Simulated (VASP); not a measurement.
A run of VASP 6.6.1 is set up as follows.

File INCAR:

```
SYSTEM = GaN
  ALGO = Normal
  EDIFF = 1E-6
  EDIFFG = -0.005
  ENCUT = 700
  GGA = PE
  IBRION = 2
  ISIF = 3
  ISMEAR = 0
  LASPH = .TRUE.
  LCHARG = .FALSE.
  LREAL = .FALSE.
  LWAVE = .FALSE.
  NELM = 120
  NSW = 40
  PREC = Accurate
  SIGMA = 0.02
```

Contents of KPOINTS:

```
k-points
0
G
  10 10 6
  0 0 0
```

The input POSCAR:

```
GaN
1.0
    3.1900000000      0.0000000000      0.0000000000
   -1.5950000000      2.7626210400      0.0000000000
    0.0000000000      0.0000000000      5.1900000000
Ga N
2 2
Direct
    0.3333333300      0.6666666700      0.0000000000
    0.6666666700      0.3333333300      0.5000000000
    0.3333333300      0.6666666700      0.3770000000
    0.6666666700      0.3333333300      0.8770000000
```

Potentials or basis: VASP PAW PBE potentials, release 64 (Ga_d, N).

Command:

```sh
$ cat potpaw_PBE.64/Ga_d/POTCAR potpaw_PBE.64/N/POTCAR > POTCAR
$ mpirun -np 1 vasp_std > vasp.out
```

(1) Predict the space group after relaxing (to 0.05 Å).

(2) Estimate the relaxed volume.

(3) Estimate the relaxed cell.

(4) What does it give for the band gap on the k mesh?

Answers

(1) P6_3mc (No. 186).

(2) 11.76 Å³/atom.

(3) a = 3.218 Å, b = 3.218 Å, c = 5.242 Å, α = 90.00°, β = 90.00°, γ = 120.00°.

(4) 1.72 eV, direct.
